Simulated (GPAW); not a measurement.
# CdS (Greenockite) (P6_3mc) in GPAW: convergence with k mesh

Aim: find how far k mesh must go before the results for CdS (Greenockite) settle, at PBE. This setting moves, with any that are tied to it; all else stays.

Program: GPAW 26.7.0. These are calculated values, not measurements. Logs are shortened: lines on timing, memory, paths and dates and some standing lists are left out, and cuts for length are marked. The log counts tension as positive stress, the text compression.

### 1 The structure

It takes space group P6_3mc (No. 186, hexagonal). The conventional cell has a = 4.150 Å, b = 4.150 Å, c = 6.737 Å, α = 90.00°, β = 90.00°, γ = 120.00°. Around Cd (site symmetry 3m) lie 4 S at 2.53 to 2.54 Å. Around S (site symmetry 3m) lie 4 Cd at 2.53 to 2.54 Å.

### 2 With k mesh 2 × 2 × 1

File run.py:

```python
import json
import numpy as np
from ase.dft.bandgap import bandgap
from ase.io import read, write
from gpaw import GPAW, PW
from gpaw.response.g0w0 import G0W0

atoms = read('CdS.xyz')

calc = GPAW(mode=PW(450),
            xc='PBE',
            kpts={'size': (2, 2, 1), 'gamma': True},
            occupations={'name': 'fermi-dirac', 'width': 0.001},
            nbands=31,
            convergence={'density': 1e-06},
            maxiter=150,
            txt='gpaw.txt')
atoms.calc = calc
energy = atoms.get_potential_energy()
calc.write('gs.gpw')
write('result.traj', atoms)
print(f'Energy: {energy:.6f} eV')
print('Fermi level:', round(calc.get_fermi_level(), 4), 'eV')
print(f'Gap: {bandgap(calc)[0]:.4f} eV, direct: {bandgap(calc, direct=True)[0]:.4f} eV')

calc.diagonalize_full_hamiltonian(nbands=167)
calc.write('full.gpw', mode='all')

ibz = calc.get_ibz_k_points()
gap, vbm, cbm = bandgap(calc, output=None)
gap, direct, _ = bandgap(calc, direct=True, output=None)
gamma = int(np.abs(ibz).sum(1).argmin())
kpts = sorted({gamma, vbm[1], cbm[1], direct[1]})
gw = G0W0(calc='full.gpw',
          filename='gw',
          ecut=80,
          ecut_extrapolation=False,
          relbands=(-1, 1),
          kpts=kpts,
          integrate_gamma='sphere',
          nbands=163,
          ppa=True)
gw.calculate()
results = {mode: {key: np.asarray(r[key]).tolist() for key in ['f', 'eps', 'vxc', 'exx', 'sigma', 'Z', 'qp', 'sigma_eskn']}
           for mode, r in gw.all_results.items()}
json.dump({'kpts': ibz[kpts].tolist(), 'results': results}, open('gw.json', 'w'))
for mode, r in results.items():
    f, qp = np.array(r['f']), np.array(r['qp'])
    print(mode, 'quasiparticle energies (eV):')
    print(qp.round(3))
    print(mode, 'gap:', round(qp[f < 0.5].min() - qp[f > 0.5].max(), 4), 'eV')
```

File CdS.xyz:

```xyz
4
Lattice="4.1500000000 0.0000000000 0.0000000000 -2.0750000000 3.5940054257 0.0000000000 0.0000000000 0.0000000000 6.7370000000" Properties=species:S:1:pos:R:3 pbc="T T T"
Cd     2.0750000002      1.1980018084      3.3685000000
Cd    -0.0000000002      2.3960036173      0.0000000000
S      2.0750000002      1.1980018084      5.8948750000
S     -0.0000000002      2.3960036173      2.5263750000
```

Potentials or basis: GPAW PAW data sets (gpaw-data 1.2.1), pw.

The run is started by

```bash
> OMP_NUM_THREADS=1 python run.py
```

Run time: 29 s. Hardware: 1 thread of Arm Neoverse V2, shared host; peak memory 0.58 GiB.

What came out:

```
Free energy                              : -11.8493 eV
Band gap on the k mesh, mean-field level : 1.10 eV, direct
Quasiparticle gap                        : 1.73 eV
Least direct quasiparticle gap           : 1.73 eV
```

### 3 With k mesh 2 × 2 × 2

Changes to run.py since step 2:

```diff
@@ -11,3 +11,3 @@
             xc='PBE',
-            kpts={'size': (2, 2, 1), 'gamma': True},
+            kpts={'size': (2, 2, 2), 'gamma': True},
             occupations={'name': 'fermi-dirac', 'width': 0.001},
```

CdS.xyz is that of step 2.

Potentials or basis: GPAW PAW data sets (gpaw-data 1.2.1), pw.

The run is started by

```bash
> OMP_NUM_THREADS=1 python run.py
```

Wall time 61 s (1 thread of Arm Neoverse V2, shared host); peak memory 0.6 GiB.

Results:

```
Free energy                              : -11.6954 eV
Band gap on the k mesh, mean-field level : 1.09 eV, direct
Quasiparticle gap                        : 1.62 eV
Least direct quasiparticle gap           : 1.62 eV
```

### 4 With k mesh 3 × 3 × 2

Changes to run.py since step 3:

```diff
@@ -11,3 +11,3 @@
             xc='PBE',
-            kpts={'size': (2, 2, 2), 'gamma': True},
+            kpts={'size': (3, 3, 2), 'gamma': True},
             occupations={'name': 'fermi-dirac', 'width': 0.001},
```

CdS.xyz is that of step 3.

The run is started by

```bash
> OMP_NUM_THREADS=1 python run.py
```

Wall time 1.8 min (1 thread of Arm Neoverse V2, shared host); peak memory 0.61 GiB.

What came out:

| Item | Value |
| --- | --- |
| Free energy | -12.4445 eV |
| Band gap on the k mesh, mean-field level | 1.16 eV, direct |
| Quasiparticle gap | 2.00 eV |
| Least direct quasiparticle gap | 2.00 eV |

### 5 With k mesh 4 × 4 × 2

Changes to run.py since step 4:

```diff
@@ -11,3 +11,3 @@
             xc='PBE',
-            kpts={'size': (3, 3, 2), 'gamma': True},
+            kpts={'size': (4, 4, 2), 'gamma': True},
             occupations={'name': 'fermi-dirac', 'width': 0.001},
```

CdS.xyz is that of step 4.

The run is started by

```bash
> OMP_NUM_THREADS=1 python run.py
```

Run time: 3.1 min. Hardware: 1 thread of Arm Neoverse V2, shared host; peak memory 0.62 GiB.

The run converged. Its results:

| Quantity | Value |
| --- | --- |
| Free energy | -12.5660 eV |
| Band gap on the k mesh, mean-field level | 1.17 eV, direct |
| Quasiparticle gap | 2.06 eV |
| Least direct quasiparticle gap | 2.06 eV |

### 6 With k mesh 5 × 5 × 3

Changes to run.py since step 5:

```diff
@@ -11,3 +11,3 @@
             xc='PBE',
-            kpts={'size': (4, 4, 2), 'gamma': True},
+            kpts={'size': (5, 5, 3), 'gamma': True},
             occupations={'name': 'fermi-dirac', 'width': 0.001},
```

CdS.xyz is that of step 5.

Potentials or basis: GPAW PAW data sets (gpaw-data 1.2.1), pw.

The run is started by

```bash
> OMP_NUM_THREADS=1 python run.py
```

gpaw.txt:

```text
__  _  _
 | _ |_)|_||  |
 |__||  | ||/\| - 26.7.0

Input parameters:
  mode=PW(ecut=450.00000000000006),
  convergence={'density': 1e-06},
  kpts=MonkhorstPack(size=(5, 5, 3), gamma=True),
  maxiter=150,
  nbands=31,
  occupations=Occupations(name='fermi-dirac', width=0.001),
  xc=XC(name='PBE')

Diagonalizing LCAO Hamiltonian
Converting LCAO to pw mode

            S

            Cd
        S

        Cd

Atoms  # Å, Bohr magnetons
|   | symbol |         x |        y |        z |    initial magnetic moments |
|---|--------|-----------|----------|----------|-----------------------------|
| 0 |     Cd |  2.075000 | 1.198002 | 3.368500 | ( 0.0000,  0.0000,  0.0000) |
| 1 |     Cd | -0.000000 | 2.396004 | 0.000000 | ( 0.0000,  0.0000,  0.0000) |
| 2 |      S |  2.075000 | 1.198002 | 5.894875 | ( 0.0000,  0.0000,  0.0000) |
| 3 |      S | -0.000000 | 2.396004 | 2.526375 | ( 0.0000,  0.0000,  0.0000) |

Unit cell  # Å
| periodic |         x |        y |        z |  lengths |     angles |
|----------|-----------|----------|----------|----------|------------|
|      yes |  4.150000 | 0.000000 | 0.000000 | 4.150000 |  90.000000 |
|      yes | -2.075000 | 3.594005 | 0.000000 | 4.150000 |  90.000000 |
|      yes |  0.000000 | 0.000000 | 6.737000 | 6.737000 | 120.000000 |

Number of symmetries: 6
Symmetry operations  # r_c * U_cc + t_c -> r_c
|   | kind |            matrix            |
|---|------|------------------------------|
| 0 |  σ   |  1, 1, 0,  0,-1, 0,  0, 0, 1 |
| 1 |  E   |  1, 0, 0,  0, 1, 0,  0, 0, 1 |
| 2 |  C3  |  0, 1, 0, -1,-1, 0,  0, 0, 1 |
| 3 |  σ   |  0,-1, 0, -1, 0, 0,  0, 0, 1 |
| 4 |  σ   | -1, 0, 0,  1, 1, 0,  0, 0, 1 |
| 5 |  C3  | -1,-1, 0,  1, 0, 0,  0, 0, 1 |

BZ-sampling:
  Number of BZ points: 75
  Number of IBZ points: 12

  Monkhorst-Pack size: [5, 5, 3]
  Monkhorst-Pack shift: [0, 0, 0]

K-points  # in reciprocal-cell coordinates
|     |                                coordinates |     weight |
|-----|--------------------------------------------|------------|
[... 78 lines left out ...]

    Using partial waves for S as LCAO basis

Reference energy: -326061.476468  # eV

eigensolver:
  PPCG
  Converge bands: occupied
  niter=2

density mixing:
  MSR1-Mixer
  Pratt-step length: 0.05
  Maximum mixing coefficient: 0.75
  Old densities: 10
  SVD Regularization: 0.005
  Good broyden scale: 1.0
  Trust region scale: 1.0
  Backstep threshold: 4.0
  History deletion threshold: 6.0
  Fourier metric: weight=20.0, sigma=0.015

occupation numbers:
  Fermi-Dirac:
    width: 0.0010  # eV

poisson solver:
  ecut: 3600.0000000000005  # eV

xc functional:
  name: PBE with 2 nearest neighbor stencil

convergence criteria:
- Maximum integral of absolute [dens]ity change: 1e-06 electrons / valence electron
- Maximum [total energy] change in last 3 cyles: 0.0005 eV / valence electron
- Maximum integral of absolute [eigenst]ate change: 4e-08 eV^2 / valence electron
maximum number of iterations: 150

SCF iterations
|iter     | |      energy | eigst |  dens |
|---------|-|-------------|-------|-------|
|iter:   1| |  -13.619915 | -0.50 |       |
|iter:   2| |  -13.391768 | -2.18 | -1.12 |
|iter:   3| |  -12.595603 | -1.38 | -1.16 |
|iter:   4| |  -12.591881 | -3.30 | -1.73 |
|iter:   5| |  -12.591106c| -3.69 | -2.16 |
|iter:   6| |  -12.591184c| -5.06 | -2.94 |
|iter:   7| |  -12.591197c| -6.18 | -3.49 |
|iter:   8| |  -12.591196c| -7.03 | -4.09 |
|iter:   9| |  -12.591196c| -7.70c| -4.82 |
|iter:  10| |  -12.591196c| -8.09c| -5.26 |
|iter:  11| |  -12.591196c| -8.66c| -5.56 |
|iter:  12| |  -12.591196c| -9.11c| -6.35c|

Converged in 12 steps
Energy contributions relative to reference atoms: (reference = -326061.476468)

Energy contributions:
  Kinetic:          37.270930
  Coulomb:         -33.697893
  Zero:              0.280350
  External:          0.000000
  Xc:              -16.444582
  Entropy:          -0.000000
  Spinorbit:         0.000000
  ----------------------------
  Free energy:     -12.591196
  Extrapolated:    -12.591196

dipole moment: (-0.000007, -0.000018, -18.973755)  # |e|*Ang

Fermi level: 3.620
Eigenvalues  # (at kpt = [0.000, 0.000, 0.000])
| band index |      eig [eV] | occ [0-2] |
|------------|---------------|-----------|
|          0 |        -8.843 |     2.000 |
|        ... |               |           |
|         10 |        -3.653 |     2.000 |
|         11 |        -3.318 |     2.000 |
|         12 |        -0.881 |     2.000 |
|         13 |         2.703 |     2.000 |
|         14 |         2.703 |     2.000 |
|         15 |         3.424 |     2.000 |
[... 8 lines left out ...]
|         24 |        10.996 |     0.000 |
|         25 |        11.133 |     0.000 |
|        ... |               |           |
|         30 |        14.994 |     0.000 |

Gap: 1.176 eV
Transition (v -> c):
  (s=0, k=0, n=17, [0.00, 0.00, 0.00]) -> (s=0, k=0, n=18, [0.00, 0.00, 0.00])
No difference between direct/indirect transitions
# Writing to gs.gpw (mode='')

Matrix size: 2193x2193
# Writing to full.gpw (mode='all')
```

Wall time 8.6 min (1 thread of Arm Neoverse V2, shared host); peak memory 0.73 GiB.

What came out:

| Quantity | Value |
| --- | --- |
| Free energy | -12.5912 eV |
| Band gap on the k mesh, mean-field level | 1.18 eV, direct |
| Quasiparticle gap | 2.11 eV |
| Least direct quasiparticle gap | 2.11 eV |

### 7 Result

| k mesh | energy less the tightest run, at zero smearing (meV/atom) | gap on the mesh (eV) | quasiparticle gap at the points computed (eV) | SCF cycles | CPU time (s) | peak memory (GiB) |
| --- | --- | --- | --- | --- | --- | --- |
| 2 × 2 × 1 | 185.47 | 1.102 | 1.727 | 12 | 29 | 0.58 |
| 2 × 2 × 2 | 223.95 | 1.093 | 1.623 | 12 | 61 | 0.6 |
| 3 × 3 × 2 | 36.68 | 1.157 | 2.000 | 12 | 110 | 0.61 |
| 4 × 4 × 2 | 6.31 | 1.173 | 2.064 | 12 | 180 | 0.62 |
| 5 × 5 × 3 | 0.00 | 1.176 | 2.111 | 12 | 510 | 0.73 |

Against the tightest run, the gap on the mesh stays within 0.01 eV from 4 × 4 × 2 on; the quasiparticle gap at the points computed stays within 0.05 eV from 4 × 4 × 2 on. Not settled before the last step: the energy (to 1 meV/atom). Meshes of other sizes hit other points, so gaps and Fermi surfaces needn't settle smoothly. The tightest run that finished is the yardstick and may itself not be fully converged.

Caveats: the quasiparticle gap is taken among the few k points that were corrected; the long-wavelength limit can be off by several per cent where d states take part.
